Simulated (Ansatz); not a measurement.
**BeS under changes of volume**

One of the cells (14.261 Å³/atom); the others are scaled copies at fixed shape and fractional positions:

```xyz
2
Lattice="0.0000 2.4250 2.4250 2.4250 0.0000 2.4250 2.4250 2.4250 0.0000" Properties=species:S:1:pos:R:3 pbc="T T T"
S     3.6375    3.6375    3.6375
Be    0.0000    0.0000    0.0000
```

```yaml
Program: Ansatz 0.2.0
Functional: PBE
Potentials_or_basis: all-electron LAPW, scalar-relativistic
Cutoff: 247 eV (chosen from the basis error)
Basis_error_allowed: 0.0005 eV/atom
k_mesh: 9 × 9 × 9
Occupations: fermi-dirac, width 0.05 eV
Spin: no spin polarisation
```

| volume (Å³/atom) | energy over the lowest point (meV/atom) | pressure (GPa) | gap on the mesh (eV) |
| --- | --- | --- | --- |
| 13.405 | 26.49 | 8.4 | 3.06 |
| 13.690 | 13.88 | 5.9 | 3.11 |
| 13.975 | 5.51 | 3.6 | 3.16 |
| 14.261 | ? | ? | ? |
| 14.546 | 0.00 | -0.4 | 3.25 |
| 14.831 | 2.19 | -2.1 | 3.28 |
| 15.116 | 7.29 | -3.6 | 3.32 |

Problem. What does the run at 14.261 Å³/atom give?

Solution. Energy over the lowest point 1.00 meV/atom; pressure 1.5 GPa; gap on the mesh 3.20 eV.

Worked out: A Birch-Murnaghan fit of order 3 (a polynomial in V^(-2/3)) to the other rows has its minimum at 14.49 Å³/atom with B0 = V·E''(V) = 93 GPa and B' = 3.8. It gives 0.99 meV/atom at 14.261 Å³/atom, against the run's 1.00, and -dE/dV = 1.5 GPa, against 1.5. A straight line through the other rows of the gap, of slope 2.16 eV per unit of ln V, gives 3.20 eV, against the run's 3.20.

Energies are extrapolated to zero smearing.

Caveats: an odd mesh through Γ misses points on the zone boundary, where band edges often lie.
